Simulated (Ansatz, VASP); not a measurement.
**Ir: 3 runs at one level of theory**

```xyz
1
Lattice="0.0000 1.9156 1.9156 1.9156 0.0000 1.9156 1.9156 1.9156 0.0000" Properties=species:S:1:pos:R:3 pbc="T T T"
Ir    0.0000    0.0000    0.0000
```

Alike in all runs: task single point; functional LDA; k mesh 9 × 9 × 9; occupations methfessel-paxton, width 0.2 eV; spin-orbit coupling, no magnetisation; with spin-orbit coupling. LDA stands for any of its common fits. Pressure is positive in compression and, in plane waves, holds the error of the finite cutoff, which Ansatz's Pulay term estimates and takes out.

| program and potentials | plane-wave cutoff (eV) | notes | pressure (GPa) |
| --- | --- | --- | --- |
| Ansatz, Ansatz PAW | 420 | potentials made for PBE, which Ansatz adapts in part | ? |
| Ansatz, all-electron LAPW, relativistic spinors | - | - | -6.00 |
| VASP, LDA PAW files Ir_sv_GW, 600 eV | 600 | - | -4.32 |

**Question.** Estimate from the other rows what the run with Ansatz, Ansatz PAW gave.

**Answer.** Pressure -5.96 GPa. Its pressure holds a Pulay term of +0.05 GPa. The other rows, which needn't bracket it: pressure -6.00 to -4.32.
